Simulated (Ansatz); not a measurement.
# Ga2O3 (C2/m): the host for defect calculations

Before any defect goes in: Ga2O3 (C2/m) at rest, and how it screens a charge.

Calculated with Ansatz 0.2.0; plane-wave PAW DFT, r2SCAN; relaxation of the host's cell and atoms; PAW set soft_1, in the first sound run; inputs show where later runs differ.

### 1. Starting point

It takes space group C2/m (No. 12, monoclinic). Conventional cell: a = 12.280 Å, b = 3.048 Å, c = 5.817 Å, α = 90.00°, β = 103.76°, γ = 90.00°. Ga has 6 O at 1.94 to 2.08 Å nearest. Nearest to Ga lie 4 O at 1.84 to 1.87 Å. O has 3 Ga at 1.84 to 1.94 Å nearest. Nearest to O lie 4 Ga at 1.87 to 2.08 Å. Nearest to O lie 3 Ga at 1.84 to 1.95 Å. Farther neighbours and most contacts between anions are not listed.

### 2. Host cell relaxation

Cell and atoms are relaxed together, until forces and stress fall under their thresholds.

cell/input.yaml reads:

```yaml
crystal:
  lattice:
    - [6.1402367, -1.5237837, 0.0]
    - [6.1402367, 1.5237837, 0.0]
    - [-1.3841309, 0.0, 5.6503489]
  atoms:
    - { symbol: Ga, position: [0.3411617, 0.3411617, 0.68526966] }
    - { symbol: Ga, position: [0.6588383, 0.6588383, 0.31473034] }
    - { symbol: Ga, position: [0.9095256, 0.9095256, 0.205214] }
    - { symbol: Ga, position: [0.0904744, 0.0904744, 0.794786] }
    - { symbol: O, position: [0.50353087, 0.50353087, 0.74333591] }
    - { symbol: O, position: [0.49646913, 0.49646913, 0.25666409] }
    - { symbol: O, position: [0.82662894, 0.82662894, 0.43676984] }
    - { symbol: O, position: [0.17337106, 0.17337106, 0.56323016] }
    - { symbol: O, position: [0.16450498, 0.16450498, 0.10915408] }
    - { symbol: O, position: [0.83549502, 0.83549502, 0.89084592] }
basis:
  ecutwfc: 500
  xc_grid: 2
hamiltonian:
  xc: r2scan
  pseudopotentials: { kind: paw, azcp: { folder: soft_1 } }
kpoints:
  mp_grid: { grid: [9, 9, 5] }
scf:
  occupations: { method: fixed }
  max_iter: 100
relax:
  f_tol: 0.005
  max_steps: 60
  cell: {}
output:
  forces: true
  stress: true
checkpoint:
  write: "../cell.run"
  compress: false
  write_wavefunctions: false
  write_every: 100000
```

On the command line:

```
ansatz run input.yaml --threads 32 --pin off --max-ram 84787MiB --backend cuda --events-out ev --progress --plain --runs-dir out --max-vram 78GiB
```

Numbers of over 12 decimals in the logs are rounded to 6 here.

Log:

```text
[... repeated set-up lines and file paths are left out, and long positions are rounded to six places ...]
basis.fft_grid_basis auto: the FFT boxes are laid along the combinations [[1, -1, 0], [0, 1, 0], [0, 0, 1]] of the cell's own vectors, 3.048, 6.326 and 5.817 Å long. The dense box has 24×48×45 points. [...]
Engine: ansatz 0.2.0, aarch64-unknown-linux-gnu
Pseudopotentials: kind: paw
Pseudopotential: Ga, paw, valence charge 13, recommended cutoff 500 eV (meta_gga), soft_1/Ga.paw.azcp
Pseudopotential: O, paw, valence charge 6, recommended cutoff 500 eV (meta_gga), soft_1/O.paw.azcp
Functional definition: r2SCAN
  parameter k0 = 0.174
  parameter k1 = 0.065
  parameter a1 = 4.9479
  exchange = r2scan_x(k0 = k0, k1 = k1, a1 = a1)
  correlation = r2scan_c
[...]
Crystal: 10 atoms, lattice volume = 105.734 Å³
Basis set: ecut = 500 eV, 2681 PW (Γ), FFT grids on a1−a2, a2, a3, exchange–correlation on 48×96×90 points (8 copies of the dense FFT grid, shifted against one another)
Bands: 54, of which v1, the nominal top of the filled ones, is band 44 counted from 1 (43 counted from 0)
Symmetry: 4 space group operations
Space group: C2/m (ITA 12), of the structure as read, at distance tolerance 4.7e-5 Å
k-points: 115 of 405
Non-local potential: Ga, projectors of the file, l = 0: 2, l = 1: 2, l = 2: 3, l = 3: 1
Non-local potential: O, projectors of the file, l = 0: 2, l = 1: 2, l = 2: 1
PAW form: soft (Blöchl's): semilocal exchange-correlation on the pseudo side does not see the compensation charge
PAW frozen core: Ga, regenerated for the run's functional (the file was generated under x = pbe(κ = 0.804, μ = 0.219515), c = pbe(β = 0.066725))
PAW frozen core: O, regenerated for the run's functional (the file was generated under x = pbe(κ = 0.804, μ = 0.219515), c = pbe(β = 0.066725))
PAW one-centre angular grid: Ga, 590 points (default); XC on 160 Gauss nodes
PAW one-centre angular grid: O, 302 points (default); XC on 160 Gauss nodes
Initial density: superposition of atomic densities (chi_scale 0.1, normalization cell, long waves kept (reshape's long-wave potential 0.03 eV rms))
Initial wavefunctions: pseudopotential atomic-orbital guess
[...]
Functional: x = r2scan, c = r2scan; τ floored in thin density (d = 2e-4 eV/Å³)
SCF iter   1: F=—  HF=-18579.944688 eV  |Δ(HF+E_count)|=         —  Δρ=1.31e-1  dr2=8.64e0  dr2_τ=6.37e-1  Hψ=18514
preconditioner: auto → Resta (q_TF=auto, 2.646 Å⁻¹)  ε∞=3.9  [insulator: Δε(μ)=3.235 eV  Ē_g=19.889 eV  n_scr=34 (ndim 8)  ℏωp=33.9 eV  f_vac=0.000  ε∞_Penn≈3.9]
SCF iter   2: F=—  HF=-18578.215269 eV  |Δ(HF+E_count)|=    1.73e0  Δρ=6.07e-2  dr2=1.80e0  dr2_τ=6.66e-2  Hψ=12695
SCF iter   3: F=—  HF=-18577.912891 eV  |Δ(HF+E_count)|=   3.02e-1  Δρ=1.64e-2  dr2=1.97e-1  dr2_τ=8.82e-3  Hψ=9900
automatic band count: iteration 3 solves 52 bands in place of 54: the levels show a gap, and the empty bands left out lie too high to hold charge; the band table lists the bands solved (type scf.n_extra_bands for more)
[...]
SCF 1 converged in 10 iterations: F = -18577.866842 eV  dr2 = 3.02e-8
  greatest PAW one-centre occupation: 0.996 electrons in one spin orbital (limit 2), on the Ga atom at site 0 (counted from 0), in its partial waves of l = 2
relax step   1: F+E_penalty+E_count = -18577.86684250 eV  Δ(F+E_penalty+E_count) = +0.000e0 eV  max|allowed force component| = 7.423e-2 eV/Å  Δτ_max = 0.0000 Å  P = -1.543 GPa  Ω = 105.734 Å³  (10 SCF iters, dr2 threshold 1.00e-7 eV, accepted)
[... the SCF cycles and remarks between the steps are left out from here to the last step ...]
relax step   2: F+E_penalty+E_count = -18577.87069020 eV  Δ(F+E_penalty+E_count) = -3.848e-3 eV  max|allowed force component| = 3.940e-2 eV/Å  Δτ_max = 0.0030 Å  P = -0.660 GPa  Ω = 105.302 Å³  energy of the carried Pulay correction = +4.176e-4 eV  (5 SCF iters, dr2 threshold 1.00e-6 eV, accepted)
relax step   3: F+E_penalty+E_count = -18577.87178668 eV  Δ(F+E_penalty+E_count) = -1.096e-3 eV  max|allowed force component| = 6.455e-3 eV/Å  Δτ_max = 0.0026 Å  P = +0.030 GPa  Ω = 104.987 Å³  energy of the carried Pulay correction = +7.230e-4 eV  (5 SCF iters, dr2 threshold 1.00e-6 eV, accepted)
relax step   4: F+E_penalty+E_count = -18577.87175309 eV  Δ(F+E_penalty+E_count) = +3.359e-5 eV  max|allowed force component| = 1.156e-2 eV/Å  Δτ_max = 0.0017 Å  P = -0.012 GPa  Ω = 105.027 Å³  energy of the carried Pulay correction = +6.842e-4 eV  (7 SCF iters, dr2 threshold 1.01e-8 eV, accepted)
relax step   5: F+E_penalty+E_count = -18577.87177845 eV  Δ(F+E_penalty+E_count) = -2.536e-5 eV  max|allowed force component| = 2.063e-3 eV/Å  Δτ_max = 0.0009 Å  P = +0.002 GPa  Ω = 105.015 Å³  energy of the carried Pulay correction = +6.963e-4 eV  (6 SCF iters, dr2 threshold 8.35e-9 eV, accepted)
[...]
iter 1 solved again at ethr=2.17e-8 eV; its pass at ethr=3.10e-3 eV (dr2=1.91e-5 eV) is discarded
SCF iter   1: F=—  HF=-18577.870729 eV  |Δ(HF+E_count)|=         —  Δρ=2.61e-5  dr2=1.12e-7  dr2_τ=2.20e-7  Hψ=36164
[...]
SCF iter   2: F=—  HF=-18577.871086 eV  |Δ(HF+E_count)|=   3.57e-4  Δρ=1.50e-5  dr2=5.01e-8  dr2_τ=1.77e-8  Hψ=9818
SCF iter   3: F=—  HF=-18577.871086 eV  |Δ(HF+E_count)|=   3.47e-8  Δρ=2.06e-6  dr2=2.04e-9  dr2_τ=5.63e-10  Hψ=10567
SCF iter   4: F=—  HF=-18577.871086 eV  |Δ(HF+E_count)|=   3.51e-9  Δρ=4.50e-7  dr2=1.75e-10  dr2_τ=1.84e-11  Hψ=10772
SCF iter   5: F=-18577.871086 eV  HF=-18577.871086 eV  |Δ(HF+E_count)|=  1.35e-10  Δρ=1.72e-7  dr2=1.98e-11  dr2_τ=5.91e-13  Hψ=29973
SCF 6 converged in 5 iterations: F = -18577.871086 eV  dr2 = 1.98e-11
[...]
relax step   6: F+E_penalty+E_count = -18577.87108612 eV  Δ(F+E_penalty+E_count) = +6.923e-4 eV  max|allowed force component| = 2.061e-3 eV/Å  Δτ_max = 0.0000 Å  P = +0.004 GPa  Ω = 105.015 Å³  stress off target by 1.99e-2 GPa  SCF on the basis re-selected at this cell (its energy is not comparable with the rows above)  (5 SCF iters)
basis re-selected at this cell: Δ(F+E_penalty+E_count) = +6.923e-4 eV, ΔP = +0.001 GPa vs the last step (what re-selecting the basis moved, of the pressure what is left beyond the Pulay correction that the steps carried, after the strain that the cell walked [...]
SCF converged after 5 iterations
Free energy (F): -18577.871086 eV
Harris-Foulkes:  -18577.871086 eV  (|F-HF|=1.46e-11)
Internal energy: -18577.871086 eV  (E = F + TS)
E sigma→0 (E₀):  -18577.871086 eV
Fermi energy:    7.652325 eV
--- Per-component energies (eV) ---
  E_band       = -160.930434
  E_kinetic    = 1467.823790
  E_local      = -7012.757537  (includes V_loc(G=0)·N_el)
  E_nonlocal   = -26.175438
  E_hartree    = 4113.741541
  E_xc         = -651.099043
  E_vxc        = -836.423813  (∫ρ·V_xc dr)
  E_paw        = -9056.832971  (= ΣΔE_a)
  E_vpaw       = -2030.964216  (= ΣTr[D̂ρ^β])
  E_aug_tail   = 0.001753  (compensation charges beyond the density's cutoff)
  E_vtau       = 50.081846  (kinetic-family band-sum trace: ∫τ·v_τ [+ j·A + Jᵃ·Aᵃ] dr)
  E_ewald      = -7409.769273
  E_core_change = -2.803908  (= ΣΔE_core)
  E_smearing   = -0.000000  (= −TS)
  E_closure    = 0.000000  (closes the sum)
  Σ components = -18577.871086   (vs F -18577.871086, Δ=0.00e0)
--- Forces (eV/Å), atoms counted from 1 ---
  atom   1  Ga    -0.00077921     0.00000000     0.00042962
  atom   2  Ga     0.00077921    -0.00000000    -0.00042962
  atom   3  Ga     0.00150506    -0.00000000    -0.00027862
  atom   4  Ga    -0.00150506     0.00000000     0.00027862
  atom   5  O      0.00206138    -0.00000000    -0.00083245
  atom   6  O     -0.00206138     0.00000000     0.00083245
  [... 4 more lines of this table ...]
  max |Σ_I F_I| component: 2.17e-19 eV/Å
--- Stress (GPa, compression-positive) ---
        0.019844       0.000000      -0.001715
        0.000000       0.000265      -0.000000
       -0.001694      -0.000000      -0.008466
  P = ⅓ Tr σ = 0.0039 GPa (0.039 kbar)
--- Band table (eV; the first three rows and the last of 115) ---
  k-point 0: bands = ["-12.1609", "-11.0221", "-11.0036", "-10.8801", "-10.4310", "-10.4110", "-5.5587", "-5.5033", "-5.4983", "-5.4398", [... rest cut ...]
  k-point 1: bands = ["-12.0921", "-11.1592", "-11.0052", "-10.8211", "-10.4806", "-10.3730", "-5.5467", "-5.5054", "-5.4995", "-5.4378", [... rest cut ...]
--- Relaxed structure (5 steps of the walk, 5 accepted, 1 SCFs on fresh bases) ---
  F+E_penalty+E_count = -18577.87108612 eV   max|allowed force component| = 2.061e-3 eV/Å   (the final SCF, on the basis selected at the relaxed cell)
  cell:  # Å, volume = 105.0150 Å³
    - [6.126595, -1.519480, -0.00261505]
    - [6.126595, 1.519480, -0.00261505]
    - [-1.383462, 3.0349216602467774e-18, 5.640952]
  atoms:
    - { symbol: Ga, position: [0.341291, 0.341291, 0.685546] }
    - { symbol: Ga, position: [0.658709, 0.658709, 0.314454] }
    - { symbol: Ga, position: [0.909476, 0.909476, 0.205193] }
    - { symbol: Ga, position: [0.090524, 0.090524, 0.794807] }
    - { symbol: O, position: [0.503746, 0.503746, 0.743804] }
    - { symbol: O, position: [0.496254, 0.496254, 0.256196] }
  [... 4 more lines of this table ...]
```

The job ended after 6.7 s (1 × NVIDIA GB200 with 32 threads of Arm Neoverse V2, shared host; peak memory 1 GiB; 28 s of CPU time).

Relaxation path:

| step | energy less that of the first step (eV) | largest force component (eV/Å) | pressure (GPa) | volume (Å³) |
| --- | --- | --- | --- | --- |
| 1 | 0.0000 | 0.0742 | -1.54 | 105.73 |
| 2 | -0.0038 | 0.0394 | -0.66 | 105.30 |
| 3 | -0.0049 | 0.0065 | 0.03 | 104.99 |
| 4 | -0.0049 | 0.0116 | -0.01 | 105.03 |
| 5 | -0.0049 | 0.0021 | 0.00 | 105.01 |
| 6* | -0.0042 | 0.0021 | 0.00 | 105.01 |

Relaxation steps marked * repeat the geometry before them on a plane-wave basis chosen anew for their cell, so energy and pressure can jump there.

The run keeps the 4 symmetry operations that it works with, so distortions that break them were not tested.

| cell as run | before | after | change |
| --- | --- | --- | --- |
| a (Å) | 6.326 | 6.312 | -0.2 % |
| b (Å) | 6.326 | 6.312 | -0.2 % |
| c (Å) | 5.817 | 5.808 | -0.2 % |
| α (°) | 103.35 | 103.39 | +0.0 % |
| β (°) | 103.35 | 103.39 | +0.0 % |
| γ (°) | 27.87 | 27.86 | -0.1 % |
| volume (Å³/atom) | 10.57 | 10.50 | -0.7 % |

This step gave:

```
pressure : 0.003881 GPa
```

The relaxation ends with a largest force component of 0.0021 eV/Å and a pressure of 0.00 GPa.

### 3. Dielectric tensors of the host

The response to a uniform electric field gives the electronic dielectric tensor.

This step: plane-wave PAW DFPT, PBEsol; dielectric tensors, Born charges and zone-centre modes of the host; PAW set soft_1 (Ansatz 0.2.0).

eps/input.yaml reads:

```yaml
crystal:
  lattice:
    - [6.1265954155, -1.5194804787, -0.0026150466]
    - [6.1265954155, 1.5194804787, -0.0026150466]
    - [-1.3834622942, 0.0, 5.6409524212]
  atoms:
    - { symbol: Ga, position: [0.3412914738, 0.3412914738, 0.6855455686] }
    - { symbol: Ga, position: [0.6587085262, 0.6587085262, 0.3144544314] }
    - { symbol: Ga, position: [0.9094760976, 0.9094760976, 0.2051927019] }
    - { symbol: Ga, position: [0.0905239024, 0.0905239024, 0.7948072981] }
    - { symbol: O, position: [0.5037459962, 0.5037459962, 0.7438036944] }
    - { symbol: O, position: [0.4962540038, 0.4962540038, 0.2561963056] }
    - { symbol: O, position: [0.8266685284, 0.8266685284, 0.4364762482] }
    - { symbol: O, position: [0.1733314716, 0.1733314716, 0.5635237518] }
    - { symbol: O, position: [0.1641900411, 0.1641900411, 0.1091184621] }
    - { symbol: O, position: [0.8358099589, 0.8358099589, 0.8908815379] }
basis:
  ecutwfc: 420
hamiltonian:
  xc: pbesol
  pseudopotentials: { kind: paw, azcp: { folder: soft_1 }, xc_functional: pbe }
kpoints:
  mp_grid: { grid: [8, 8, 4] }
scf:
  occupations: { method: fixed }
  max_iter: 100
phonons:
  method: dfpt
  dielectric: true
  rigid_motions: translations
```

Log:

```text
[...]
Crystal: 10 atoms, lattice volume = 105.015 Å³
Basis set: ecut = 420 eV, 2041 PW (Γ), exchange–correlation on 90×90×80 points (8 copies of the dense FFT grid, shifted against one another)
Bands: 54, of which v1, the nominal top of the filled ones, is band 44 counted from 1 (43 counted from 0)
Symmetry: 4 space group operations
k-points: 132 of 256 (irreducible under 1 space group operation, time reversal used)
[...]
SCF iter   1: F=—  HF=-18344.102295 eV  |Δ(HF+E_count)|=         —  Δρ=1.17e-1  dr2=6.51e0  Hψ=20836
[...]
SCF iter   2: F=—  HF=-18342.454121 eV  |Δ(HF+E_count)|=    1.65e0  Δρ=5.26e-2  dr2=1.37e0  Hψ=13822
[...]
SCF iter  13: F=-18341.862711 eV  HF=-18341.862711 eV  |Δ(HF+E_count)|=  3.64e-12  Δρ=1.65e-7  dr2=2.70e-11  Hψ=44763
SCF 1 converged in 13 iterations: F = -18341.862711 eV  dr2 = 2.70e-11
[...]
the response reads at least the filled bands of the reference SCF and the lowest empty band at each k-point, and that SCF's band table does not vouch for those bands. The notice of the band table in this run's record says why
[...]
NSCF: frozen V_eff on 1 k-points
[...]
NSCF: frozen V_eff on 78 k-points, pencils in batches of 32, up to order 216
[...]
DFPT response loops at q = (0, 0, 0) (fractional): preconditioner auto → Resta (q_TF=auto, 2.649 Å⁻¹)  ε∞=5.1 (no band partly filled); β = 1.00, the filter's whole step (`scf.mixing.beta` (0.50) is not read by the response loops at its default; [...]
[...]
DFPT response loops at Γ: preconditioner auto → Resta (q_TF=auto, 2.649 Å⁻¹)  ε∞=5.1 (no band partly filled); β = 1.00, the filter's whole step (`scf.mixing.beta` (0.50) is not read by the response loops at its default; [...]
── the response to a field inside a basis, on 10×10×6 k-points: an SCF that follows is theirs, and a resumed run solves both again ──
[...]
Bands: 45, of which v1, the nominal top of the filled ones, is band 44 counted from 1 (43 counted from 0)
k-points: 165 of 600
[...]
Eigensolver: Dense (165 Hₖ)
SCF iter   1: F=—  HF=-18341.685953 eV  |Δ(HF+E_count)|=         —  Δρ=8.27e-4  dr2=1.68e-4
[...]
SCF 1 converged in 6 iterations: F = -18341.686074 eV  dr2 = 7.12e-9
[...]
SCF converged after 13 iterations
[...]
-1.44613   -0.00000   -0.05802
        -0.00000   -2.10203    0.00000
        -0.03288    0.00000   -2.51398
    site 9:
        -1.44613   -0.00000   -0.05802
        -0.00000   -2.10203    0.00000
        -0.03288    0.00000   -2.51398
  Z* charge neutrality: 1.932e-2 e pre-enforcement
  solved inside a basis spanned on kpoints, on 10×10×6 k-points, its susceptibility summed on 12×12×6: ε∞ is read to err by 2.0e-2, Z* by 2.2e-2 e (field_mesh: kpoints solves on kpoints); Z* is corrected for what the basis lacks
  optical modes at Γ without the LO–TO term, one row a degenerate level:
      ω (cm⁻¹)  modes    IR ((D/Å)²/amu)
        105.58      1             0.0000
        107.58      1             0.0000
        141.49      1             0.0000
        147.01      1             0.1106
        160.98      1             0.0000
        186.63      1            11.2263
        187.49      1             0.0000
        245.48      1             8.2877
        269.87      1             0.4949
        293.38      1            14.4611
        310.92      1             0.0000
        337.91      1             0.0000
        342.47      1             0.0000
        346.08      1             4.9207
        383.18      1             0.0000
        419.13      1            29.2712
        443.03      1            24.1871
        453.00      1             0.0000
        466.85      1             0.0000
        558.42      1            32.2771
        610.54      1             0.0000
        638.77      1             0.0000
        641.59      1             0.0000
        648.84      1            13.1842
        669.25      1             8.5971
        722.11      1             5.0084
        741.74      1             0.0000
  optical modes at Γ + LO–TO along q̂ = [1.0000, 0.0000, 0.0000]:
      ω (cm⁻¹)  modes    IR ((D/Å)²/amu)
        105.58      1             0.0000
        107.58      1             0.0000
        141.49      1             0.0000
        147.01      1             0.1106
        160.98      1             0.0000
        187.49      1             0.0000
        189.51      1            10.7541
[...]
optical modes at Γ + LO–TO along q̂ = [0.0000, 1.0000, 0.0000]:
      ω (cm⁻¹)  modes    IR ((D/Å)²/amu)
[...]
optical modes at Γ + LO–TO along q̂ = [0.0000, 0.0000, 1.0000]:
      ω (cm⁻¹)  modes    IR ((D/Å)²/amu)
[...]
443.03      1            24.1871
        453.00      1             0.0000
        465.59      1            23.3031
        466.85      1             0.0000
        610.54      1             0.0000
        638.72      1            21.7370
        638.77      1             0.0000
        641.59      1             0.0000
        648.84      1            13.1842
        684.61      1             6.9890
        741.74      1             0.0000
        768.96      1            29.9600
```

Wall time 24 s (1 × NVIDIA GB200 with 32 threads); peak memory 5.5 GiB; 4.4 min of CPU time.

The column dr2 measures how far the density is from self-consistency, as an energy; F and HF (Harris–Foulkes) agree once it is small.

Electronic dielectric tensor:

```
4.07 0.00 0.00
0.00 4.18 0.00
0.00 0.00 4.18
```

Static dielectric tensor:

```
11.02  0.00 -0.83
 0.00 10.83  0.00
-0.83  0.00 13.62
```

The principal values of the electronic dielectric tensor are 4.07, 4.18 and 4.18. The principal values of the static dielectric tensor are 10.77, 10.83 and 13.87.

(Continued in part 2 of 2.)

[Logs are printed without paths, hosts, clocks, repeated set-up lines and the standing remarks that a program may print on its own settings, such as how far it seeks lower states.]

[Hosts, paths, dates, database ids (printed as entryN), source tags and the programs' standing remarks are cut or masked in the printed files.]

[Runs of the host that timed out are not shown.]

[For some hosts the program warned that the k-mesh of the response run may be too coarse for force constants and the static dielectric constant; such warnings are not always shown.]

[The program warned that the k-mesh of a response run behind this text may be too coarse: force constants, and the static dielectric constant and all else formed from them, are not shown converged.]
